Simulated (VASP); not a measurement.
# GaSb in VASP: work function with LDA

Aim: the work function of GaSb with LDA.

Everything below comes from runs of VASP 6.6.1. Logs are shortened: lines on timing, memory, paths and dates and some standing lists are left out, and cuts for length are marked.

## Step 1: The slab as given

The cell holds a slab with vacuum, 4 atoms: a = 6.118 Å, b = 4.326 Å, c = 12.163 Å, α = 90.00°, β = 90.00°, γ = 90.00°.

## Step 2: Work function, LDA

INCAR reads:

```
SYSTEM = GaSb
PREC = Accurate
ENCUT = 300
EDIFF = 1E-7
ISMEAR = 1
SIGMA = 0.1
LREAL = .False.
LASPH = .True.
NELM = 100
ALGO = Normal
ISIF = 2
LWAVE = .False.
LCHARG = .True.
LDIPOL = .True.
IDIPOL = 3
DIPOL = 0.5 0.5 0.500
GGA = CA
LVHAR = .True.
LVACPOTAV = .True.
KPAR = 2
```

KPOINTS reads:

```
regular mesh
0
Gamma
  2 4 1
  0 0 0
```

POSCAR reads:

```
GaSb
1.0
    6.1180000000      0.0000000000      0.0000000000
    0.0000000000      4.3260792870      0.0000000000
    0.0000000000      0.0000000000     12.1630396424
Ga Sb
2 2
Direct
    0.5000000000      0.5000000000      0.4110814523
    1.0000000000      1.0000000000      0.5889185477
    0.7500000000      1.0000000000      0.4110814523
    0.2500000000      0.5000000000      0.5889185477
```

Potentials or basis: VASP PAW LDA potentials, release 64 (Ga_d, Sb).

Started as:

```
cat potpaw_LDA.64/Ga_d/POTCAR potpaw_LDA.64/Sb/POTCAR > POTCAR
mpirun -np 2 vasp_std > vasp.out
```

OUTCAR:

```text
SYSTEM = GaSb
   PREC = Accurate
   ENCUT = 300
   EDIFF = 1E-7
   ISMEAR = 1
   LREAL = .False.
   LASPH = .True.
   NELM = 100
   ISIF = 2
   GGA = CA

 ion  position               nearest neighbor table
   1  0.500  0.500  0.411-   4 2.65   3 2.65   3 2.65
   2  0.000  0.000  0.589-   3 2.65   4 2.65   4 2.65
   3  0.750  0.000  0.411-   2 2.65   1 2.65   1 2.65
   4  0.250  0.500  0.589-   1 2.65   2 2.65   2 2.65

  LATTYP: Found a simple orthorhombic cell.
 ALAT       =     4.3260792870
 B/A-ratio  =     1.4142135625
 C/A-ratio  =     2.8115618868

  Lattice vectors:

 A1 = (   0.0000000000,  -4.3260792870,   0.0000000000)
 A2 = (   6.1180000000,   0.0000000000,   0.0000000000)
 A3 = (   0.0000000000,   0.0000000000,  12.1630396424)

Analysis of symmetry for initial positions (statically):
=====================================================================
 Subroutine PRICEL returns:
 Original cell was already a primitive cell.

 Routine SETGRP: Setting up the symmetry group for a
 simple orthorhombic supercell.

 Subroutine GETGRP returns: Found  4 space group operations
 (whereof  2 operations were pure point group operations)
 out of a pool of  8 trial point group operations.

The static configuration has the point symmetry C_1h.
 The point group associated with its full space group is C_2v.

Analysis of symmetry for dynamics (positions and initial velocities):
=====================================================================
 Subroutine PRICEL returns:
 Original cell was already a primitive cell.

 Routine SETGRP: Setting up the symmetry group for a
 simple orthorhombic supercell.

 Subroutine GETGRP returns: Found  4 space group operations
 (whereof  2 operations were pure point group operations)
 out of a pool of  8 trial point group operations.

The dynamic configuration has the point symmetry C_1h.
 The point group associated with its full space group is C_2v.

 Subroutine INISYM returns: Found  4 space group operations
 (whereof  2 operations are pure point group operations),
 and found     1 'primitive' translations

----------------------------------------------------------------------------------------

                                     Primitive cell

  volume of cell :     321.9186

  direct lattice vectors                    reciprocal lattice vectors
     6.118000000  0.000000000  0.000000000     0.163452109  0.000000000  0.000000000
     0.000000000  4.326079287  0.000000000     0.000000000  0.231156189  0.000000000
     0.000000000  0.000000000 12.163039642     0.000000000  0.000000000  0.082216290

  length of vectors
     6.118000000  4.326079287 12.163039642     0.163452109  0.231156189  0.082216290

  position of ions in fractional coordinates (direct lattice)
     0.500000000  0.500000000  0.411081452
     0.000000000  0.000000000  0.588918548
     0.750000000  0.000000000  0.411081452
     0.250000000  0.500000000  0.588918548

  ion indices of the primitive-cell ions
   primitive index   ion index
                 1           1
                 2           2
                 3           3
                 4           4

----------------------------------------------------------------------------------------

 KPOINTS: regular mesh

Automatic generation of k-mesh.
 Grid dimensions read from file:
 generate k-points for:    2    4    1

 Generating k-lattice:

  Cartesian coordinates                     Fractional coordinates (reciprocal lattice)
     0.081726054  0.000000000  0.000000000     0.500000000  0.000000000  0.000000000
     0.000000000  0.057789047  0.000000000     0.000000000  0.250000000  0.000000000
     0.000000000  0.000000000  0.082216290     0.000000000  0.000000000  1.000000000

  Length of vectors
     0.081726054  0.057789047  0.082216290

  Shift w.r.t. Gamma in fractional coordinates (k-lattice)
     0.000000000  0.000000000  0.000000000

 Subroutine IBZKPT returns following result:
 ===========================================

 Found      6 irreducible k-points:

 Following reciprocal coordinates:
            Coordinates               Weight
  0.000000  0.000000  0.000000      1.000000
  0.500000  0.000000  0.000000      1.000000
  0.000000  0.250000  0.000000      2.000000
  0.500000  0.250000  0.000000      2.000000
  0.000000  0.500000  0.000000      1.000000
  0.500000  0.500000  0.000000      1.000000
   k-points           NKPTS =      6   k-points in BZ     NKDIM =      6   number of bands    NBANDS=     22
   number of dos      NEDOS =    301   number of ions     NIONS =      4
   total plane-waves  NPLWV =  60480
   dimension x,y,z NGX =    36 NGY =   24 NGZ =   70
   dimension x,y,z NGXF=    72 NGYF=   48 NGZF=  140
   ions per type =               2   2
   NGX,Y,Z   is equivalent  to a cutoff of   9.78,  9.22,  9.57 a.u.
   NGXF,Y,Z  is equivalent  to a cutoff of  19.56, 18.45, 19.14 a.u.
 SYSTEM =  GaSb
   PREC   = accura    normal or accurate (medium, high low for compatibility)
   ISTART =      0    job   : 0-new  1-cont  2-samecut
   ICHARG =      2    charge: 1-file 2-atom 10-const
   ISPIN  =      1    spin polarized calculation?
   LNONCOLLINEAR =      F non collinear calculations
   LSORBIT =      F    spin-orbit coupling
   LASPH  =      T    aspherical Exc in radial PAW
   ENCUT  =  300.0 eV  22.05 Ry    4.70 a.u.   8.64  6.11 17.18*2*pi/ulx,y,z
   NELM   =    100;   NELMIN=  2; NELMDL= -5     # of ELM steps
   EDIFF  = 0.1E-06   stopping-criterion for ELM
   LREAL  =      F    real-space projection
   EDIFFG = 0.1E-05   stopping-criterion for IOM
   NSW    =      0    number of steps for IOM
   IBRION =     -1    ionic relax: 0-MD 1-quasi-New 2-CG
   NFREE  =      0    steps in history (QN), initial steepest desc. (CG)
   ISIF   =      2    stress and relaxation
   ISYM   =      2    0-nonsym 1-usesym 2-fastsym
   POTIM  = 0.5000    time-step for ionic-motion
   TEBEG  =    0.0;   TEEND  =   0.0 temperature during run
   PSTRESS=    0.0 pullay stress
   NELECT =      36.0000    total number of electrons
   NUPDOWN=      -1.0000    fix difference up-down
   EMIN   =  10.00;   EMAX   =-10.00  energy-range for DOS
   EFERMI =   0.00;   METHOD = LEGACY
   ISMEAR =     1;   SIGMA  =   0.10  broadening in eV -4-tet -1-fermi 0-gaus
   EFERMI_NEDOS =   21; number of points for ismear=-14 and -15
   IALGO  =     38    algorithm
   IMIX   =      4    mixing-type and parameters
     AMIX     =   0.40;   BMIX     =  1.00
     AMIX_MAG =   1.60;   BMIX_MAG =  1.00
  volume/ion in A,a.u.               =      80.48       543.10
  Fermi-wavevector in a.u.,A,eV,Ry     =   0.788727  1.490479  8.464063  0.622091
  Thomas-Fermi vector in A             =   1.893727
   LORBIT       =      0    0 simple, 1 ext, 2 COOP (PROOUT), +10 PAW based schemes
   GGA     = CA    functional components
   LHFCALC =     F    Hartree Fock is set to
   AEXX    =    0.0000 exact exchange contribution
   IVDW    =     0    specifies the selected vdW correction
   LEPSILON=     F    determine dielectric tensor
   LRPA    =     F    only Hartree local field effects (RPA)
 non-spin polarized calculation
 Methfessel and Paxton  Order N= 1 SIGMA  =   0.10
  energy-cutoff  :      300.00
  volume of cell :      321.92
 maximum number of plane-waves:      3816
 NGX is ok and might be reduce to    36
   NGX = 17   NGY = 13   NGZ = 35

 dipolmoment           0.000000      0.000000      0.000000 electrons x Angstroem

 number of electron      36.0000083 magnetization

 dipolmoment           0.000000      0.000000     -0.000000 electrons x Angstroem

 Free energy of the ion-electron system (eV)
  ---------------------------------------------------
  ext. energy  EPLUGINS =         0.00000000
  ---------------------------------------------------
  free energy    TOTEN  =       -14.48054400 eV

  energy without entropy =      -14.48129310  energy(sigma->0) =      -14.48079370

 E-fermi :  -1.4678     XC(G=0):  -4.5353

 val. band max:       -1.5518306963   @ k =   0.0000   0.0000   0.0000
 cond. band min:      -0.8829426804   @ k =   0.5000   0.0000   0.0000
 fundamental gap:      0.6688880159
 Fermi energy:        -1.4678339640

 k-point     1 :       0.0000    0.0000    0.0000
  band No.  band energies     occupation
      1     -16.4303      2.00000
      2     -16.4230      2.00000
      3     -16.4191      2.00000
      4     -16.4017      2.00000
      5     -16.3727      2.00000
      6     -16.3722      2.00000
[... 14 lines left out ...]
     21       0.8781      0.00000
     22       1.2370      0.00000

 k-point     2 :       0.5000    0.0000    0.0000
  band No.  band energies     occupation
      1     -16.4275      2.00000
      2     -16.4275      2.00000
      3     -16.4097      2.00000
      4     -16.4097      2.00000
      5     -16.3727      2.00000
      6     -16.3727      2.00000
[... 14 lines left out ...]
     21       0.9733      0.00000
     22       0.9733      0.00000

 k-point     3 :       0.0000    0.2500    0.0000
  band No.  band energies     occupation
      1     -16.4262      2.00000
      2     -16.4204      2.00000
      3     -16.4162      2.00000
      4     -16.4049      2.00000
      5     -16.3781      2.00000
      6     -16.3768      2.00000
[... 14 lines left out ...]
     21       1.6884      0.00000
     22       2.0127      0.00000

 k-point     4 :       0.5000    0.2500    0.0000
  band No.  band energies     occupation
      1     -16.4235      2.00000
      2     -16.4235      2.00000
      3     -16.4100      2.00000
      4     -16.4100      2.00000
      5     -16.3777      2.00000
      6     -16.3777      2.00000
[... 14 lines left out ...]
     21       2.2497      0.00000
     22       2.2497      0.00000

 k-point     5 :       0.0000    0.5000    0.0000
  band No.  band energies     occupation
      1     -16.4202      2.00000
      2     -16.4202      2.00000
      3     -16.4110      2.00000
      4     -16.4110      2.00000
      5     -16.3820      2.00000
      6     -16.3820      2.00000
[... 14 lines left out ...]
     21       1.2581      0.00000
     22       1.2581      0.00000

 k-point     6 :       0.5000    0.5000    0.0000
  band No.  band energies     occupation
      1     -16.4192      2.00000
      2     -16.4192      2.00000
      3     -16.4110      2.00000
      4     -16.4110      2.00000
      5     -16.3823      2.00000
      6     -16.3823      2.00000
[... 14 lines left out ...]
     21       1.9585      0.00000
     22       1.9585      0.00000

------------------------ aborting loop because EDIFF is reached ----------------------------------------

  FORCE on cell =-STRESS in cart. coord.  units (eV):
  Direction    XX          YY          ZZ          XY          YZ          ZX
  --------------------------------------------------------------------------------------
  -------------------------------------------------------------------------------------
  Total       -2.4384226     -0.9638148     -1.0629883      0.0000000      0.0000000      0.0000000
  in kB      -12.1359418     -4.7968716     -5.2904545      0.0000000      0.0000000      0.0000000
  external PRESSURE =      -7.4077560 kB  Pullay stress =       0.0000000 kB

 VOLUME and BASIS-vectors are now :
 -----------------------------------------------------------------------------
  energy-cutoff  :      300.00
  volume of cell :      321.92
      direct lattice vectors                 reciprocal lattice vectors
     6.118000000  0.000000000  0.000000000     0.163452109  0.000000000  0.000000000
     0.000000000  4.326079287  0.000000000     0.000000000  0.231156189  0.000000000
     0.000000000  0.000000000 12.163039642     0.000000000  0.000000000  0.082216290

 POSITION                                       TOTAL-FORCE (eV/Angst)
 -----------------------------------------------------------------------------------
      3.05900      2.16304      5.00000         0.305019      0.000000      0.770470
      0.00000      0.00000      7.16304         0.305019      0.000000     -0.770470
      4.58850      0.00000      5.00000        -0.305019      0.000000     -0.298544
      1.52950      2.16304      7.16304        -0.305019      0.000000      0.298544
 -----------------------------------------------------------------------------------
    total drift:                                0.000370      0.000000      0.000000

  FREE ENERGIE OF THE ION-ELECTRON SYSTEM (eV)
  ---------------------------------------------------
  free  energy   TOTEN  =       -14.4805440040 eV

  energy  without entropy=      -14.4812930972  energy(sigma->0) =      -14.48079370

 vacuum level on the upper side and lower side of the slab         3.209         3.209
```

It took 17 s on 2 MPI ranks of Intel Xeon Platinum 8259CL at 2.50GHz (Skylake/Cascade Lake), shared host; peak memory 0.18 GiB.

What came out:

```
Free energy                            : -14.4805 eV
Largest force                          : 0.829 eV/Å
Band gap on the k mesh                 : 0.67 eV, indirect (least direct gap 1.05 eV)
Ionisation potential of the upper face : 4.76 eV
```

Forces in eV/Å, atoms in the order of the input:
```
Ga   0.305  0.000  0.770
Ga   0.305  0.000 -0.770
Sb  -0.305  0.000 -0.299
Sb  -0.305  0.000  0.299
```

Levels at points of the mesh, in eV from the valence-band top:
| k point | band 14 | band 15 | band 16 | band 17 | band 18 | band 19 | band 20 | band 21 | band 22 |
| --- | --- | --- | --- | --- | --- | --- | --- | --- | --- |
| (0.00, 0.00, 0.00) | -2.42 | -1.92 | -1.38 | -1.35 | 0.00 | 1.11 | 1.94 | 2.43 | 2.79 |
| (0.50, 0.00, 0.00) | -4.46 | -0.75 | -0.75 | -0.38 | -0.38 | 0.67 | 0.67 | 2.53 | 2.53 |
| (0.00, 0.50, 0.00) | -5.62 | -2.08 | -2.08 | -0.50 | -0.50 | 0.70 | 0.70 | 2.81 | 2.81 |
| (0.50, 0.50, 0.00) | -5.83 | -1.70 | -1.70 | -1.37 | -1.37 | 1.31 | 1.31 | 3.51 | 3.51 |

Caveat: the k mesh is coarse (spacing up to 0.51 Å⁻¹), so the values aren't converged; the cutoff is under 1.25 times the usual one of these potentials, so pressure, stress and relaxed cells hold a basis-set (Pulay) error; spin-orbit coupling is left out, which moves the levels of the heavy elements.
